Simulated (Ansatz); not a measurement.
# GaSb: the cost of one run

Program: Ansatz 0.2.0. Level of theory: DFT PBEsol, scalar-relativistic, plane waves, PAW. These are calculated values, not measurements.

The COD entry's cell or inner coordinates are ideal or old and differ from later refinements, so a difference from it is no clean test against experiment.

1 further run of the same task is left out (set aside as unsound or not needed).

**1. The system as given**

The structure is cubic, space group F-43m (No. 216). Conventional cell: a = 6.118 Å, b = 6.118 Å, c = 6.118 Å, α = 90.00°, β = 90.00°, γ = 90.00°. Ga (site symmetry -43m) is surrounded by 4 Sb at 2.65 Å. Sb (site symmetry -43m) has 4 Ga at 2.65 Å as nearest neighbours.

As a file:

```xyz
2
Lattice="0.0000 3.0590 3.0590 3.0590 0.0000 3.0590 3.0590 3.0590 0.0000" Properties=species:S:1:pos:R:3 pbc="T T T"
Ga    0.0000    0.0000    0.0000
Sb    4.5885    4.5885    4.5885
```

The structure comes from the Crystallography Open Database.

**2. A change within the space group**

The change: strain xx, yy, zz, yz, xz, xy = +4.1, +4.1, +4.1, +0.0, +0.0, +0.0 %.

File input.yaml:

```yaml
crystal:
  lattice:
    - [0.0, 3.18512257, 3.18512257]
    - [3.18512257, 0.0, 3.18512257]
    - [3.18512257, 3.18512257, 0.0]
  atoms:
    - { symbol: Ga, position: [0.0, 0.0, 0.0] }
    - { symbol: Sb, position: [0.75, 0.75, 0.75] }
basis:
  ecutwfc: 420
kpoints:
  mp_grid: { grid: [12, 12, 12] }
hamiltonian:
  xc: pbesol
scf:
  occupations: { method: gaussian, width: 0.1 }
output:
  forces: true
  stress: true
  eigenvalues: true
```

**Question.** How long does this run take on 1 thread of an Arm CPU, shared host, and how much memory does it need?

About 12 s, with a peak of 0.39 GiB.
